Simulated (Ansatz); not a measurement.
BeTe

Computed with Ansatz (plane waves, PAW, 420 eV cutoff): PBE, scalar-relativistic, no spin polarisation, Γ-centred 10×10×10 mesh, 0.05 eV Gaussian smearing; PAW files: Ansatz's generated set soft_2.

```
Be Te
1.0
     0.00000    2.83248    2.83248
     2.83248    0.00000    2.83248
     2.83248    2.83248    0.00000
Be Te
1 1
Cartesian
  0.0000 0.0000 0.0000
  4.2487 4.2487 4.2487
```

The chain of runs began from a cell as deposited in COD, expanded in volume. Of that entry: the entry's cell lengths or inner coordinates differ somewhat from later room-temperature determinations.

The cell above was scaled in volume, its shape and atoms being fixed by the lattice's symmetry. Energies are counted from the cell above.

The cell is relaxed to zero pressure at this level.

```csv
V (Å³/atom),ΔE (meV/atom),P from the stress (GPa)
21.816,6.64,2.46
22.270,1.55,1.15
22.725,0.00,-0.04
23.179,1.64,-1.11
23.634,6.18,-2.08
```

Task: Do the energies and the pressures agree? Compare −ΔE/ΔV between neighbouring points (1 meV/Å³ = 0.1602 GPa) with the mean of their pressures.

Result: 
```
interval (Å³/atom)  −ΔE/ΔV (GPa)  mean P (GPa)
    21.82 to 22.27           1.8           1.8
    22.27 to 22.72           0.5           0.6
    22.72 to 23.18          -0.6          -0.6
    23.18 to 23.63          -1.6          -1.6
```
They differ by 0.01 GPa at most.

Task: What do the two routes give for V0, B0 and B0′?

Result: A third-order Birch–Murnaghan fit of the energies: V0 = 22.71 Å³/atom, B0 = 56 GPa, B0′ = 4.0. A polynomial of P in ln V, with B = −dP/d ln V at P = 0: V0 = 22.71 Å³/atom, B0 = 56 GPa, B0′ = 4.0.

B0·V0 = 56.4 GPa × 22.71 Å³ = 8.00 eV/atom sets the scale: near the minimum ΔE ≈ ½ B0 V0 x², with x = V/V0 − 1, and a pressure of 0.6 GPa squeezes the volume by about 1 %. At the ends of the curve: x = −3.9 % predicts 6.2 meV/atom and the run gives 6.6; x = +4.1 % predicts 6.6 meV/atom and the run gives 6.2. Compression costs more and expansion less than the parabola says, since the crystal stiffens as it shrinks; B0′ measures that.

For elements this heavy, spin–orbit coupling would shift levels and gaps; it isn't included here.
